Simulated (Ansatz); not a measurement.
# Relaxing Bi2Te3

**What was measured.** A cell as deposited of trigonal Bi2Te3 (space group R-3m), temperature not stated, from the Crystallography Open Database (1993, doi:10.1016/0025-5408(93)90055-I), has a, c = 4.395, 30.440 Å and 33.95 Å³/atom.

From “Metavalently bonded tellurides: the essence of improved thermoelectric performance in elemental Te”, 2024, pmc:11014947, for a ceramic of Bi2Te3 at 300 K: band gap 0.14 eV (indirect).

The results are compared with them further down.

Computed with Ansatz (plane waves, PAW, 420 eV cutoff): PBE, scalar-relativistic, no spin polarisation, Γ-centred 8×8×8 mesh, 0.05 eV Gaussian smearing; PAW files: Ansatz's generated set soft_2.

The start was a prototype's sites filled with these elements; the Crystallography Open Database holds the compound in this structure.

The first cell, 1 % over the database's volume:

```
Bi Te
1.0
     2.19925    1.26974   10.20910
    -2.19925    1.26974   10.20910
     0.00000   -2.53947   10.20910
Bi Te
2 3
Cartesian
  0.0000 0.0000 12.2203
  0.0000 0.0000 18.4070
  0.0000 0.0000 0.0000
  0.0000 0.0000 6.3705
  0.0000 0.0000 24.2568
```

The steps in volume:

| run | level | k-mesh | kind | V (Å³/atom) | P (GPa) | E − E(final) (meV/atom) | gap on the mesh (eV) |
| --- | --- | --- | --- | --- | --- | --- | --- |
| 1 | PBE | 8×8×8 | cell and atoms relaxed | 36.52 | 0.0 | 0.0 | 0.50 |

The final structure (symmetry read at 0.01 Å). Symmetry: R-3m, No. 166, trigonal system. The conventional cell has a = 4.450 Å, b = 4.450 Å, c = 31.948 Å, α = 90.00°, β = 90.00°, γ = 120.00°. Around Bi (site symmetry 3m) lie 6 Te at 3.09 to 3.29 Å. Around Te (site symmetry -3m) lie 6 Bi at 3.29 Å. Te (site symmetry 3m) is surrounded by 3 Bi at 3.09 Å. (Shells end 15 % past the nearest neighbour.)

At the final geometry the gap, band path included, is 0.50 eV. The elastic tensor is positive definite (smallest eigenvalue 8.1 GPa). Against the elements' standard states, run alike and uncorrected, the formation energy is -0.24 eV/atom. The runs in the table took roughly 5 core-minutes.

**Why it comes out so.**

Within 0.6 eV of the edges the projected states are 89 % Te 5p at the top of the valence band and 65 % Bi 6p at the bottom of the conduction band. Spin–orbit coupling, left out here, shifts 6p levels by as much as this gap and could close it. 

**Against experiment.** PBE gives 4.450, 31.948 Å and 36.52 Å³/atom, +7.6 % in volume (+2.5 % in length) from the database's cell. The axes miss by +1.2 %, +5.0 %. The axes miss by different amounts; where weakly bound layers or chains set an axis, functionals without a dispersion term leave it too long. Spin–orbit coupling, left out, also moves the volume of such heavy elements' compounds. The database's entry may also be off. A measured gap of Bi2Te3 is 0.14 eV (indirect; 300 K; ceramic; “Metavalently bonded tellurides: the essence of improved thermoelectric performance in elemental Te”, 2024, pmc:11014947); the calculated 0.50 eV misses it by +0.36 eV. 2 values of this kind are on record (0.14 to 0.17 eV); this one was drawn at random. Kohn–Sham gaps of semilocal functionals mostly fall below measured ones. Spin–orbit coupling is left out here. Temperature and excitons aren't in the calculation.

Kohn–Sham gaps of semilocal functionals lie under measured ones, often by a third or more. Spin–orbit coupling, which matters for such heavy elements, is left out. The structure is layered, and this functional has no dispersion term, so the layers' spacing is poorly fixed, often too long, and so is what hangs on it.
